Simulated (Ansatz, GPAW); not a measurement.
# CuI: programs and potentials compared

```
I Cu
1.0
     0.00000    3.03150    3.03150
     3.03150    0.00000    3.03150
     3.03150    3.03150    0.00000
I Cu
1 1
Cartesian
  0.0000 0.0000 0.0000
  4.5473 4.5473 4.5473
```

Alike in all runs: task single point; functional PBE; k mesh 8 × 8 × 8; occupations gaussian, width 0.012 eV; no spin polarisation; no spin-orbit coupling. Pressure is positive in compression and, in plane waves, holds the error of the finite cutoff, which Ansatz's Pulay term estimates and takes out.

```
                        program and potentials  plane-wave cutoff (eV)                                                                      notes  band gap (eV)  pressure (GPa)
                            Ansatz, Ansatz PAW                     420  18 valence electrons an atom on average; Pulay term of +0.04 GPa included           1.12            0.31
Ansatz, all-electron LAPW, scalar-relativistic                       -                                                                          -           1.12            0.33
    GPAW, GPAW PAW data sets (gpaw-data 1.2.1)                     600                                     9 valence electrons an atom on average           1.14            0.89
```

The band gap spans 1.12 (Ansatz, all-electron LAPW, scalar-relativistic) to 1.14 eV (GPAW, GPAW PAW data sets (gpaw-data 1.2.1)), with all-electron results at 1.12. The pressure spans 0.31 (Ansatz, Ansatz PAW) to 0.89 GPa (GPAW, GPAW PAW data sets (gpaw-data 1.2.1)), with all-electron results at 0.33. Spin-orbit coupling, left out here, moves the band edges of heavy atoms.

The functional is the same throughout but for its coding, so the spread measures potentials, basis and numerics; runs on potential files found faulty are left out.
